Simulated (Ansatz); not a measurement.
Yb, hcp: geometry optimisation

Level of theory: DFT, PBE, plane waves (420 eV) with PAW, scalar-relativistic in Ansatz.

k-point mesh 9×9×5, Fermi-Dirac smearing 0.1 eV, no spin polarisation. Cell and atoms relax.

Starting structure:

```yaml
crystal:
  lattice:
    - [3.8793238081, 0.0, 0.0]
    - [-1.939661904, 3.3595929673, 0.0]
    - [0.0, 0.0, 6.3349357786]
  atoms:
    - { symbol: Yb, position: [0.3333333333, 0.6666666667, 0.25] }
    - { symbol: Yb, position: [0.6666666667, 0.3333333333, 0.75] }
hamiltonian:
  xc: pbe
  pseudopotentials:
    kind: paw
    azcp:
      Yb: "pseudopotentials/Yb.paw.azcp"
basis:
  ecutwfc: 420
  fft_grid_basis: typed
kpoints:
  mp_grid: { grid: [9, 9, 5], shift: [0, 0, 0] }
magnetization:
  spin_polarized: false
scf:
  occupations: { method: fermi_dirac, width: 0.1 }
relax:
  max_steps: 60
  f_tol: 0.01
  cell: {}
```

What cell does the relaxation end in?

P6_3/mmc with a = 3.684 Å, c = 6.046 Å (c/a = 1.641); 35.53 Å³ per atom against 41.28 at the start (-13.9 %).

How much energy does the relaxation gain?

41.6 meV per atom.
